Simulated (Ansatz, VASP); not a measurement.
**LiH in VASP and in Ansatz**

```
CELL_PARAMETERS angstrom
3.18937 0.00000 0.00000
-1.59468 2.76207 0.00000
0.00000 0.00000 3.98539
ATOMIC_POSITIONS crystal
Li 0.33333 0.66667 0.93749
Li 0.66667 0.33333 0.43749
H 0.33333 0.66667 0.43751
H 0.66667 0.33333 0.93751
```

Alike in both runs: task single point; functional r2SCAN; k mesh 9 × 9 × 6; no spin polarisation.

```csv
,VASP,Ansatz
version,VASP 6.6.1,Ansatz 0.2.0
potentials or method,"VASP PAW PBE potentials, release 64 (Li_sv, H)","plane waves, PAW"
plane-wave cutoff (eV),520,500
occupations,"gaussian, width 0.01 eV",fixed
valence electrons in the cell,8,8
```

|  | VASP | Ansatz | Ansatz less VASP |
| --- | --- | --- | --- |
| gap on the k mesh at the Fermi level (eV) | 2.18 | 2.23 | +0.044 |

Ansatz warned: «structure_snapped_to_symmetry».

Caveats: an odd mesh through Γ misses points on the zone boundary, where band edges often lie. r2SCAN opens gaps a little over a GGA but as a rule still falls short of measured ones.
